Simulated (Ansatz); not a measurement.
# Si2W (I4/mmm) in Ansatz: further runs

One crystal, Si2W, is run at these levels: PBE; tasks: single point.

All numbers are computed with Ansatz 0.2.0; they aren't measurements. Logs are shortened: lines on timing, memory, paths and dates and some standing lists are left out, and cuts for length are marked.

## (1) The structure

It takes space group I4/mmm (No. 139, tetragonal). The conventional cell has a = 3.214 Å, b = 3.214 Å, c = 7.830 Å, α = 90.00°, β = 90.00°, γ = 90.00°. W (site symmetry 4/mmm) has 10 Si at 2.62 Å as nearest neighbours. Around Si (site symmetry 4mm) lie 5 Si at 2.59 to 2.63 Å and 5 W at 2.62 Å.

## (2) Single point, PBE

The input, input.yaml:

```yaml
crystal:
  lattice:
    - [-1.6069, 1.6069, 3.91495]
    - [1.6069, -1.6069, 3.91495]
    - [1.6069, 1.6069, -3.91495]
  atoms:
    - { symbol: W, position: [0.0, 0.0, 0.0] }
    - { symbol: Si, position: [0.6653, 0.6653, 0.0] }
    - { symbol: Si, position: [0.3347, 0.3347, 0.0] }
hamiltonian:
  xc: pbe
  pseudopotentials: { kind: paw }
kpoints:
  mp_grid: { grid: [12, 12, 12] }
scf:
  occupations: { method: gaussian, width: 0.015 }
output:
  forces: true
  stress: true
  eigenvalues: true
```

Potentials or basis: Ansatz PAW.

Started as:

```sh
$ ansatz run input.yaml --threads 2 --pin off --max-ram 5632MiB --backend cpu --events-out ev --progress --plain --runs-dir out
```

Output:

```text
Warning: RAYON_NUM_THREADS=2 ignored (pool sized by the plan → 2); use --threads N
Engine: ansatz 0.2.0, x86_64-unknown-linux-gnu
Pseudopotentials: kind: paw
Pseudopotential: W, paw, valence charge 14, recommended cutoff 420 eV (normal), W.paw.azcp
Pseudopotential: Si, paw, valence charge 4, recommended cutoff 420 eV (normal), Si.paw.azcp
Functional definition: PBE
  parameter kappa = 0.804
  parameter beta = 0.06672455060314922
  exchange = pbe_x(kappa = kappa, mu = beta*pi^2/3)
  correlation = pbe_c(beta = beta)
Crystal: 3 atoms, lattice volume = 40.436 Å³
Basis set: ecut = 420 eV, 793 PW (Γ), exchange–correlation on 64×64×64 points (8 copies of the dense FFT grid, shifted against one another)
Bands: 15, of which v1, the nominal top of the filled ones, is band 11 counted from 1 (10 counted from 0)
Symmetry: 16 space group operations
Space group: I4/mmm (ITA 139), of the structure as read, at distance tolerance 3.4e-5 Å
k-points: 163 of 1728
Non-local potential: W, projectors of the file, l = 0: 3, l = 1: 2, l = 2: 2, l = 3: 1
Non-local potential: Si, projectors of the file, l = 0: 2, l = 1: 2, l = 2: 2
PAW form: soft (Blöchl's): semilocal exchange-correlation on the pseudo side does not see the compensation charge
PAW one-centre angular grid: W, 590 points (default); XC on 64 Gauss nodes
PAW one-centre angular grid: Si, 110 points (default); XC on 64 Gauss nodes
Initial density: superposition of atomic densities (neutral atoms: chi_scale 0, normalization atom), corrected by the library's trained network
Initial wavefunctions: pseudopotential atomic-orbital guess
Functional: x = pbe(κ = 0.804, μ = 0.2195149727645171), c = pbe(β = 0.06672455060314922)
SCF iter   1: F=—  HF=-11657.454496 eV  |F-HF|=—  |Δ(HF+E_count)|=         —  Δρ=3.59e-3  dr2=2.31e-3  ethr=1.77e-3  ⟨swp⟩=6.0  Hψ=14802  notcnv=0
preconditioner: auto → none  [insulator: Δε(μ)=0.025 eV  Ē_g=8.125 eV  σ=0.015 eV  W_gap=0.69  n_scr=10 (ndim 8)  ℏωp=21.8 eV  f_vac=0.000  D(μ)=0.33/eV (n_scr^D=0)  ε∞_Penn≈8.2]
SCF iter   2: F=—  HF=-11657.454613 eV  |F-HF|=—  |Δ(HF+E_count)|=   1.17e-4  Δρ=1.73e-3  dr2=3.29e-4  ethr=1.05e-5  ⟨swp⟩=2.9  Hψ=5925  notcnv=0  defer=9
SCF iter   3: F=—  HF=-11657.454805 eV  |F-HF|=—  |Δ(HF+E_count)|=   1.92e-4  Δρ=4.81e-4  dr2=3.04e-5  ethr=1.49e-6  ⟨swp⟩=1.0  Hψ=2436  notcnv=0  defer=9
SCF iter   4: F=—  HF=-11657.454829 eV  |F-HF|=—  |Δ(HF+E_count)|=   2.36e-5  Δρ=2.95e-5  dr2=2.07e-7  ethr=1.38e-7  ⟨swp⟩=2.3  Hψ=3513  notcnv=0  defer=9
iter 5 did not close the SCF: its close was put off for the readings that it lacked (scf_convergence_deferred on its scf_iter line)
SCF iter   5: F=-11657.454829 eV  HF=-11657.454829 eV  |F-HF|=2.73e-9  |Δ(HF+E_count)|=   5.17e-8  Δρ=5.76e-6  dr2=8.14e-9  ethr=9.39e-10  ⟨swp⟩=2.5  Hψ=3628  notcnv=0  defer=9
SCF iter   6: F=-11657.454829 eV  HF=-11657.454829 eV  |F-HF|=8.55e-11  |Δ(HF+E_count)|=   1.15e-9  Δρ=1.21e-6  dr2=1.37e-10  ethr=3.70e-11  ⟨swp⟩=2.2  Hψ=8280  notcnv=0
SCF 1 converged in 6 iterations: F = -11657.454829 eV  dr2 = 1.37e-10
SCF converged after 6 iterations
Free energy (F): -11657.454829 eV
Harris-Foulkes:  -11657.454829 eV  (|F-HF|=8.55e-11)
Internal energy: -11657.454792 eV  (E = F + TS)
E sigma→0 (E₀):  -11657.454810 eV
Entropy (-TS):   -0.000036 eV (-0.012 meV/atom)
Fermi energy:    16.784791 eV
--- Per-component energies (eV) ---
  E_band       = -80.246089
  E_kinetic    = 541.572189
  E_local      = -946.504007  (includes V_loc(G=0)·N_el)
  E_nonlocal   = 50.695439
  E_hartree    = 371.693681
  E_xc         = -382.064482
  E_vxc        = -338.772659  (∫ρ·V_xc dr)
  E_paw        = -9588.364919  (= ΣΔE_a)
  E_vpaw       = -130.624358  (= ΣTr[D̂ρ^β])
  E_aug_tail   = -0.000067  (compensation charges beyond the density's cutoff)
  E_ewald      = -1704.482625
  E_smearing   = -0.000036  (= −TS)
  E_closure    = -0.000000  (closes the sum)
  Σ components = -11657.454829   (vs F -11657.454829, Δ=0.00e0)
--- Forces (eV/Å), atoms counted from 1 ---
  atom   1  W      0.00000000     0.00000000     0.00000000
  atom   2  Si     0.00000000     0.00000000     0.08158567
  atom   3  Si     0.00000000     0.00000000    -0.08158567
  max |Σ_I F_I| component: 6.94e-17 eV/Å
--- Stress (GPa, compression-positive) ---
        3.063424       0.000000       0.000000
        0.000000       3.063424       0.000000
       -0.000000       0.000000       3.707998
  P = ⅓ Tr σ = 3.2783 GPa (32.783 kbar)
--- Band table (eV; the first three rows and the last of 163) ---
  k-point 0: bands = ["-57.0358", "-21.3344", "-21.3152", "-21.3152", "2.6727", "9.8922", "13.0111", "13.4197", "13.9039", "13.9039", "17.3539", "19.5016", "19.6854", "19.8182", "19.8182"]
  k-point 1: bands = ["-57.0348", "-21.3316", "-21.3294", "-21.3277", "2.8975", "10.0949", "12.3857", "13.3580", "13.4699", "14.5538", "16.3176", "19.2267", "19.9826", "20.0194", "20.3026"]
  k-point 2: bands = ["-57.0321", "-21.3671", "-21.3619", "-21.3241", "3.5491", "10.6048", "11.6875", "12.2756", "13.6379", "14.5661", "15.0395", "19.2274", "20.3366", "20.4166", "20.9321"]
  k-point 162: bands = ["-57.0357", "-21.3516", "-21.3164", "-21.3164", "4.9471", "5.7162", "12.9012", "14.1746", "15.9094", "15.9094", "16.2455", "16.2455", "17.5314", "21.2560", "21.6346"]
```

Wall time 2.4 s (2 threads of Intel Xeon Platinum 8488C (Sapphire Rapids), shared host); peak memory 0.45 GiB.

What came out:

```yaml
Free_energy: -11657.4548 eV
Pressure: 3.3 GPa
Largest_force: 0.082 eV/Å
Band_gap_on_the_k_mesh: none (metal or under the smearing width)
```

Forces on the atoms (eV/Å):
```
W    0.000  0.000  0.000
Si   0.000  0.000  0.082
Si   0.000  0.000 -0.082
```

Levels at points of the mesh, in eV from the Fermi level:
```
              k point  band 7  band 8  band 9  band 10  band 11  band 12  band 13  band 14  band 15
   (0.00, 0.00, 0.00)   -3.77   -3.37   -2.88    -2.88     0.57     2.72     2.90     3.03     3.03
  (0.00, 0.00, -0.50)   -6.04   -5.52   -5.05    -3.29    -1.80     2.77     2.93     3.09     3.87
  (0.00, -0.50, 0.00)   -5.78   -4.89   -2.84    -2.80    -0.48     2.67     2.76     3.90     4.39
(-0.50, -0.50, -0.50)   -3.88   -2.61   -0.88    -0.88    -0.54    -0.54     0.75     4.47     4.85
```

Spin-orbit coupling is left out, which matters for the levels of W.

## (3) Single point, PBE

input.yaml: that of step 2 with these lines changed.

```diff
@@ -15,3 +15,3 @@
 scf:
-  occupations: { method: gaussian, width: 0.015 }
+  occupations: { method: gaussian, width: 0.016 }
 output:
```

Potentials or basis: Ansatz PAW.

Started as:

```sh
$ ansatz run input.yaml --threads 2 --pin off --max-ram 5632MiB --backend cpu --events-out ev --progress --plain --runs-dir out
```

Wall time 2.2 s (2 threads of Intel Xeon Platinum 8488C (Sapphire Rapids), shared host); peak memory 0.45 GiB.

The run converged. Its results:

```
Free energy            : -11657.4548 eV
Pressure               : 3.3 GPa
Largest force          : 0.082 eV/Å
Band gap on the k mesh : none (metal or under the smearing width)
```

Forces on the atoms (eV/Å):
```
W    0.000  0.000  0.000
Si   0.000  0.000  0.082
Si   0.000  0.000 -0.082
```

Stress tensor (GPa, compression positive):
```
3.06 0.00 0.00
0.00 3.06 0.00
0.00 0.00 3.71
```

Levels at points of the mesh, in eV from the Fermi level:
```tsv
k point	band 8	band 9	band 10	band 11	band 12	band 13	band 14	band 15
(0.00, 0.00, 0.00)	-3.37	-2.88	-2.88	0.57	2.72	2.90	3.03	3.03
(0.00, 0.00, -0.50)	-5.52	-5.05	-3.29	-1.80	2.77	2.93	3.09	3.87
(0.00, -0.50, 0.00)	-4.89	-2.84	-2.80	-0.48	2.67	2.76	3.90	4.39
(-0.50, -0.50, -0.50)	-2.61	-0.88	-0.88	-0.54	-0.54	0.75	4.47	4.85
```

The run has no spin-orbit coupling, so splittings on W are missing.

## (4) Single point, PBE

input.yaml: that of step 3 with these lines changed.

```diff
@@ -15,3 +15,3 @@
 scf:
-  occupations: { method: gaussian, width: 0.016 }
+  occupations: { method: gaussian, width: 0.017 }
 output:
@@ -20 +20,5 @@
   eigenvalues: true
+  write_density: true
+  write_potential: true
+  elf: true
+  volumetric_format: npy
```

Potentials or basis: Ansatz PAW.

Started as:

```sh
$ ansatz run input.yaml --threads 2 --pin off --max-ram 5632MiB --backend cpu --events-out ev --progress --plain --runs-dir out
```

Output:

```text
Warning: RAYON_NUM_THREADS=2 ignored (pool sized by the plan → 2); use --threads N
Engine: ansatz 0.2.0, x86_64-unknown-linux-gnu
Pseudopotentials: kind: paw
Pseudopotential: W, paw, valence charge 14, recommended cutoff 420 eV (normal), W.paw.azcp
Pseudopotential: Si, paw, valence charge 4, recommended cutoff 420 eV (normal), Si.paw.azcp
Functional definition: PBE
  parameter kappa = 0.804
  parameter beta = 0.06672455060314922
  exchange = pbe_x(kappa = kappa, mu = beta*pi^2/3)
  correlation = pbe_c(beta = beta)
Crystal: 3 atoms, lattice volume = 40.436 Å³
Basis set: ecut = 420 eV, 793 PW (Γ), exchange–correlation on 64×64×64 points (8 copies of the dense FFT grid, shifted against one another)
Bands: 15, of which v1, the nominal top of the filled ones, is band 11 counted from 1 (10 counted from 0)
Symmetry: 16 space group operations
[... 30 lines left out ...]
  E_local      = -946.504146  (includes V_loc(G=0)·N_el)
  E_nonlocal   = 50.695448
  E_hartree    = 371.693786
  E_xc         = -382.064493
  E_vxc        = -338.772673  (∫ρ·V_xc dr)
  E_paw        = -9588.364923  (= ΣΔE_a)
  E_vpaw       = -130.624364  (= ΣTr[D̂ρ^β])
  E_aug_tail   = -0.000067  (compensation charges beyond the density's cutoff)
  E_ewald      = -1704.482625
  E_smearing   = -0.000044  (= −TS)
  E_closure    = -0.000000  (closes the sum)
  Σ components = -11657.454834   (vs F -11657.454834, Δ=0.00e0)
--- Forces (eV/Å), atoms counted from 1 ---
  atom   1  W      0.00000000     0.00000000     0.00000000
  atom   2  Si    -0.00000000     0.00000000     0.08154933
  atom   3  Si     0.00000000     0.00000000    -0.08154933
  max |Σ_I F_I| component: 2.08e-17 eV/Å
--- Stress (GPa, compression-positive) ---
        3.063540       0.000000      -0.000000
        0.000000       3.063540      -0.000000
        0.000000       0.000000       3.707993
  P = ⅓ Tr σ = 3.2784 GPa (32.784 kbar)
--- Band table (eV; the first three rows and the last of 163) ---
  k-point 0: bands = ["-57.0358", "-21.3343", "-21.3152", "-21.3152", "2.6727", "9.8922", "13.0111", "13.4197", "13.9039", "13.9039", "17.3539", "19.5016", "19.6854", "19.8182", "19.8182"]
  k-point 1: bands = ["-57.0348", "-21.3316", "-21.3294", "-21.3277", "2.8975", "10.0949", "12.3857", "13.3580", "13.4699", "14.5538", "16.3176", "19.2267", "19.9826", "20.0194", "20.3026"]
  k-point 2: bands = ["-57.0320", "-21.3671", "-21.3619", "-21.3241", "3.5491", "10.6048", "11.6875", "12.2756", "13.6379", "14.5661", "15.0395", "19.2274", "20.3366", "20.4166", "20.9321"]
  k-point 162: bands = ["-57.0357", "-21.3516", "-21.3164", "-21.3164", "4.9471", "5.7162", "12.9012", "14.1746", "15.9094", "15.9094", "16.2455", "16.2455", "17.5314", "21.2560", "21.6346"]
```

It took 2.8 s on 2 threads of Intel Xeon Platinum 8488C (Sapphire Rapids), shared host; peak memory 0.46 GiB.

Results:

```
Free energy            : -11657.4548 eV
Pressure               : 3.3 GPa
Largest force          : 0.082 eV/Å
Band gap on the k mesh : none (metal or under the smearing width)
```

Forces in eV/Å, atoms in the order of the input:
```
W    0.000  0.000  0.000
Si   0.000  0.000  0.082
Si   0.000  0.000 -0.082
```

The run has no spin-orbit coupling, so splittings on W are missing.

## (5) The runs side by side

```csv
smearing,gap on the mesh (eV),pressure (GPa),largest force (eV/Å)
gaussian 0.015 eV,none,3.3,0.08
gaussian 0.016 eV,none,3.3,0.08
gaussian 0.017 eV,none,3.3,0.08
```

Alike in all rows: task single point; level PBE; potentials or basis Ansatz PAW; no spin polarisation; cell as given; k mesh 12 × 12 × 12; cutoff (eV) 420.

Every run on the cell as given and a fine mesh finds a metal.

Absolute energies hang on the potentials; compare differences alone.
